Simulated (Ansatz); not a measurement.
## Bands of KF

```yaml
crystal:
  lattice:
    - [4.54746, 0.00000, 0.00000]
    - [-2.27373, 3.93822, 0.00000]
    - [0.00000, 0.00000, 5.37522]
  atoms:
    - { symbol: K, position: [0.33333, 0.66667, 0.93800] }
    - { symbol: K, position: [0.66667, 0.33333, 0.43800] }
    - { symbol: F, position: [0.33333, 0.66667, 0.43800] }
    - { symbol: F, position: [0.66667, 0.33333, 0.93800] }
```

Atoms are numbered in the order listed.

The cell was built from the wurtzite type and relaxed in the same program, and has space group P6_3/mmc; it needn't be a known or the stable phase. The relaxation left the symmetry of that type.

Method: Ansatz 0.2.0, DFT, PBE, all-electron LAPW, scalar-relativistic.

Numerical set-up: a Γ-centred 11×11×6 k mesh, Fermi–Dirac smearing of 0.03 eV, basis error target 1 meV/atom, no spin polarisation.

Points in fractions of the reciprocal vectors of this cell: Γ (0, 0, 0), M (0.5, 0, 0), K (0.333, 0.333, 0), A (0, 0, 0.5), L (0.5, 0, 0.5), H (0.333, 0.333, 0.5). The path joins them by straight lines in the order Γ–M–K–Γ–A–L–H–A–L; legs that retrace an earlier one aren't tabulated. Energies are in eV from the top of the valence band.

(1) Is there a gap, and where are the band edges?

(2) List the levels between -20 and 9.5 eV at the symmetry points.

Results:

(1) 5.24 eV, direct at Γ.

(2) 
Γ: -18.64, -18.63, -10.04, -9.85 (×2), -9.70 (×2), -9.59, -0.28 (×2), -0.27 (×2), -0.18, 0.00, 5.24
M: -18.68, -18.68, -9.92, -9.88, -9.81, -9.73, -9.70, -9.67, -0.42, -0.32, -0.18, -0.14, -0.10, -0.09, 7.22, 8.78, 8.81
K: -18.68 (×2), -9.99, -9.81 (×2), -9.72, -9.70 (×2), -0.36 (×2), -0.21, -0.12 (×2), -0.06, 7.15, 8.28
A: -18.66 (×2), -9.77 (×4), -9.71 (×2), -0.44 (×2), -0.30 (×4), 6.82 (×2)
L: -18.70 (×2), -9.81 (×2), -9.80 (×2), -9.63 (×2), -0.58 (×2), -0.27 (×2), -0.16 (×2), 7.91 (×2)
H: -18.71 (×2), -9.85 (×2), -9.78 (×2), -9.61 (×2), -0.58 (×2), -0.26 (×2), -0.16 (×2), 7.84 (×2)
